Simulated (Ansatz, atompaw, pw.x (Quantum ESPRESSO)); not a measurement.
## Equation-of-state test of one PAW (atompaw) potential (ytterbium (Yb))

atompaw 4.2.0.5 input, output lines left out:

```
Yb 70
GGA-PBE scalarrelativistic loggrid 2001 logderivrange -6 5 276
6 6 5 4 0 0
6 0 1.75
6 1 0.25
5 2 0
0 0 0
c
c
c
c
v
v
c
c
c
v
v
c
c
v
v
3
3.00 2.95 2.70 3.00
n
n
y
0.4
n
y
0.05
n
bloechl sinc
4 0 troulliermartins
```

Crystal test: sc Yb in pw.x 7.5, no spin, 10³ k-points, Fermi–Dirac smearing 0.01 Ry, cutoffs 45/450 Ry. The reference is all-electron LAPW (Ansatz 0.2.0) with the same functional, mesh and smearing; V0 and B0 come from Birch–Murnaghan fits to the pressures at five volumes. Errors are pseudo minus all-electron; Δ is the rms difference of the E(V) curves that follow from these fits, minima aligned, over ±6 % about the mean V0. Mesh and smearing are coarse, so the numbers serve the comparison and aren't converged zero-temperature values; the lattice is a test structure that the element need not adopt.

```csv
V (Å³/atom),P all-electron (GPa),P pseudo (GPa)
37.396,0.65,1.42
38.380,0.30,1.06
39.364,-0.01,0.72
40.348,-0.29,0.40
41.332,-0.53,0.19
```

All-electron: a0 = 3.401 Å (V0 = 39.32 Å³/atom), B0 = 11.7 GPa.

Pseudopotential: mean pressure error (GPa): +0.74. The pressure does not cross zero within the volumes sampled, so no fit is given. This is a poor potential for the solid. The logarithmic derivative shows an extra or strongly shifted pseudo pole above the reference energy (d near 1.90 Ry).

Q: At the middle volume, how do free energy and pressure move when the wave cutoff is lowered (ecutrho held at 450 Ry)?

A:

| cutoff (Ry) | shift of F (meV/atom) | shift of P (GPa) |
| --- | --- | --- |
| 20 | +1500.3 | -17.61 |
| 27 | +279.9 | -4.20 |
| 36 | +25.8 | -0.35 |

The run at the middle volume (56 k-points, 46 iterations) took about 1.7 min on one core of a shared host (AMD EPYC 9R45 96-Core Processor, 96 threads, 376 GiB, load 39).
